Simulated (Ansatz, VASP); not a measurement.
**One calculation of PbF2, two programs**

INCAR

```
SYSTEM = PbF2
PREC = Accurate
ENCUT = 520
EDIFF = 1E-6
ISMEAR = 0
SIGMA = 0.05
LREAL = .False.
LASPH = .True.
NELM = 100
ALGO = Normal
ISIF = 2
LWAVE = .False.
LCHARG = .False.
GGA = PE
NBANDS = 21
```

KPOINTS

```
regular mesh
0
Gamma
  8 8 8
  0 0 0
```

File POSCAR:

```
PbF2
1.0
    0.0000000000      2.8807545000      3.0589455000
    2.8807545000      0.0000000000      3.0589455000
    2.8807545000      2.8807545000      0.0000000000
Pb F
1 2
Direct
    0.0000000000      0.0000000000      0.0000000000
    0.2500000000      0.2500000000      0.2500000000
    0.7500000000      0.7500000000      0.7500000000
```

Input for Ansatz:

```yaml
crystal:
  lattice:
    - [0.0, 2.8807545, 3.0589455]
    - [2.8807545, 0.0, 3.0589455]
    - [2.8807545, 2.8807545, 0.0]
  atoms:
    - { symbol: Pb, position: [0.0, 0.0, 0.0] }
    - { symbol: F, position: [0.25, 0.25, 0.25] }
    - { symbol: F, position: [0.75, 0.75, 0.75] }
basis:
  ecutwfc: 420
kpoints:
  mp_grid: { grid: [8, 8, 8] }
hamiltonian:
  xc: pbe
scf:
  occupations: { method: gaussian, width: 0.05 }
output:
  forces: true
  stress: true
  eigenvalues: true
```

Change from the starting cell: strain -0.030 along x and y, +0.030 along z, atoms carried along.

Alike in both runs: task single point; functional PBE; k mesh 8 × 8 × 8; occupations gaussian, width 0.05 eV; no spin polarisation.

|  | VASP | Ansatz |
| --- | --- | --- |
| version | VASP 6.6.1 | Ansatz 0.2.0 |
| potentials or method | VASP PAW PBE potentials, release 64 (Pb_d, F) | scalar-relativistic, plane waves, PAW |
| plane-wave cutoff (eV) | 520 | 420 |
| valence electrons in the cell | 28 | 28 |

|  | VASP | Ansatz | Ansatz less VASP |
| --- | --- | --- | --- |
| gap on the k mesh at the Fermi level (eV) | 4.23 | 4.23 | +0.003 |
| least direct gap on the mesh (eV) | 4.49 | 4.49 | +0.003 |
| pressure (GPa) | 4.5 | 4.7 | +0.21 |
| largest component of the traceless stress (GPa) | 2.10 | 2.10 | -0.001 |

With one functional, cell and mesh, what is left measures potentials, basis and numerics.

Caveats: spin-orbit coupling is left out, which as a rule narrows the gap of such compounds by several tenths of an eV. A k mesh can miss the band edges.
